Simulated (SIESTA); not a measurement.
Crystal: Zn.

```
Zn
1.0
    -1.56904    1.56904    1.56904
     1.56904   -1.56904    1.56904
     1.56904    1.56904   -1.56904
Zn
1
Cartesian
  0.0000 0.0000 0.0000
```

This isn't the form of Zn at room conditions, which is hcp.

```yaml
Program: SIESTA 5.4.2
Task: single point
Functional: PBE
Potentials_or_basis: PseudoDojo 0.4 standard (PBE files)
Basis: DZP (energy shift 0.003 Ry; two zetas on semicore shells)
Grid_cutoff: 800 Ry
Energy_shift: 0.003 Ry
k_mesh: 12 × 12 × 12
Occupations: fermi-dirac, width 0.05 eV
Spin: no spin polarisation
```

On this cell: pressure -5.1 GPa; band gap on the k mesh none (metal or under the smearing width).

The same run follows on a disturbed copy (cell strained at random at fixed volume):

```
CELL_PARAMETERS angstrom
-1.52714 1.56173 1.52690
1.48647 -1.65878 1.58329
1.56585 1.69749 -1.62395
ATOMIC_POSITIONS crystal
Zn 0.01976 0.99531 0.01093
```

Q: What changes?

A: The energy (extrapolated to zero smearing) moves by -6.7 meV/atom; pressure -4.5 GPa; band gap on the k mesh none (metal or under the smearing width).

Stress tensor (GPa, compression positive):
```
-6.21  0.57  0.36
 0.57 -3.28 -0.94
 0.36 -0.94 -4.15
```

The energy falls, though the first cell shows no forces: that form is unstable against this distortion, unless noise or another electronic state is at work.

Caveats: short orbitals over semicore shells can move pressures by several GPa; the valence orbitals were made in a potential fitted to the semicore shell under them, which widens gaps by tenths of an eV or more; the basis of atomic orbitals isn't converged, which shifts pressures, moduli and gaps.
